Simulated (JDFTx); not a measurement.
The system is HfO2.

```
CELL_PARAMETERS angstrom
0.00000 2.55750 2.55750
2.55750 0.00000 2.55750
2.55750 2.55750 0.00000
ATOMIC_POSITIONS crystal
Hf 0.00000 0.00000 0.00000
O 0.75000 0.75000 0.75000
O 0.25000 0.25000 0.25000
```

Measurements of this composition are mostly on another form, of space group No. 14.

* Program: JDFTx 1.7.0 (patched build)
* Task: relaxation of cell and atoms
* Functional: SCAN
* Potentials or basis: SG15-PBE-1.2 with smoothed tails
* Cutoff: 1361 eV
* Density cutoff: 10885 eV
* k mesh: 3 × 3 × 3
* Occupations: fermi-dirac, width 0.05 eV
* Spin: no spin polarisation

At the start: pressure -15.8 GPa; volume 11.15 Å³/atom.

**Question.** How do energy, volume and symmetry change on relaxing?

**Answer.** Over 6 steps the energy falls by 35.9 meV/atom and the volume is 10.46 Å³/atom (-6.2 %); space group Fm-3m (No. 225, to 0.05 Å).

The path:
```csv
step,energy change (eV),largest force (eV/Å),pressure (GPa),volume (Å³)
1,0.0000,0.0000,-15.79,33.46
2,-0.0301,0.0000,-13.64,33.13
3,-0.1074,0.0000,0.95,31.29
4,-0.1077,0.0000,0.00,31.39
5,-0.1077,0.0000,0.00,31.39
6,-0.1077,0.0000,0.00,31.39
```

Final structure:
```yaml
crystal:
  lattice:
    - [0.00000, 2.50379, 2.50379]
    - [2.50379, 0.00000, 2.50379]
    - [2.50379, 2.50379, 0.00000]
  atoms:
    - { symbol: Hf, position: [0.00000, 0.00000, 0.00000] }
    - { symbol: O, position: [0.75000, 0.75000, 0.75000] }
    - { symbol: O, position: [0.25000, 0.25000, 0.25000] }
```

Caveat: the k mesh is coarse (spacing up to 0.71 Å⁻¹), so the values aren't converged; meta-GGA forces are noisy on this grid; the plane waves are those of the starting cell, so after so large a change of volume the result is rough; the potentials were made for another functional, which shifts forces and pressure.
